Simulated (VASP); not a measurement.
Write the native input for VASP 6.6.1 that does the following.

* Task: band structure
* Functional: PBE
* Potentials or basis: VASP PAW PBE potentials, release 64 (Ga_d, P)
* Cutoff: 520 eV
* k mesh: 8 × 8 × 8
* Occupations: gaussian, width 0.03 eV
* Spin: no spin polarisation
* Grid for exact exchange (PRECFOCK): Fast
* Further INCAR settings: ALGO = Fast; EDIFF = 1e-06; NBANDS = 16

The structure of GaP lies in POSCAR:

```
GaP                                     
1.0
    0.0000000000      2.7184163019      2.7184163019
    2.7184163019      0.0000000000      2.7184163019
    2.7184163019      2.7184163019      0.0000000000
  Ga              P             
     1     1
Direct
     0.0000000000000000    0.0000000000000000    0.0000000000000000
     0.2500000000000000    0.2500000000000000    0.2500000000000000
```

These files were run (other wordings do the same):

INCAR

```
ALGO = Fast
EDIFF = 1E-6
ENCUT = 520
GGA = PE
ISIF = 2
ISMEAR = 0
KPAR = 8
LASPH = True
LCHARG = False
LREAL = False
LWAVE = False
NBANDS = 16
NELM = 80
PREC = Accurate
SIGMA = 0.03
```

KPOINTS

```
k-points
0
Gamma
  8 8 8
```

KPOINTS_OPT

```
explicit points
6
Reciprocal
 0.0000000000  0.0000000000  0.0000000000 1
 0.3750000000  0.3750000000  0.7500000000 1
 0.5000000000  0.5000000000  0.5000000000 1
 0.6250000000  0.2500000000  0.6250000000 1
 0.5000000000  0.2500000000  0.7500000000 1
 0.5000000000  0.0000000000  0.5000000000 1
```

Potentials or basis: VASP PAW PBE potentials, release 64 (Ga_d, P).

Launch:

```console
$ cat potpaw_PBE.64/Ga_d/POTCAR potpaw_PBE.64/P/POTCAR > POTCAR
$ mpirun -np 8 vasp_std > vasp.out
```

It gave:

```yaml
Pressure: 3.1 GPa
Band_gap_on_the_k_mesh: 1.63 eV, indirect (least direct gap 1.89 eV)
Band_gap_along_the_path: 1.64 eV, indirect (least direct gap 1.89 eV)
```

Wall time 12 s on 8 MPI ranks on Intel(R) Xeon(R) Platinum 8259CL CPU @ 2.50GHz (Skylake/Cascade Lake) (shared host), peak memory 0.18 GiB a rank.
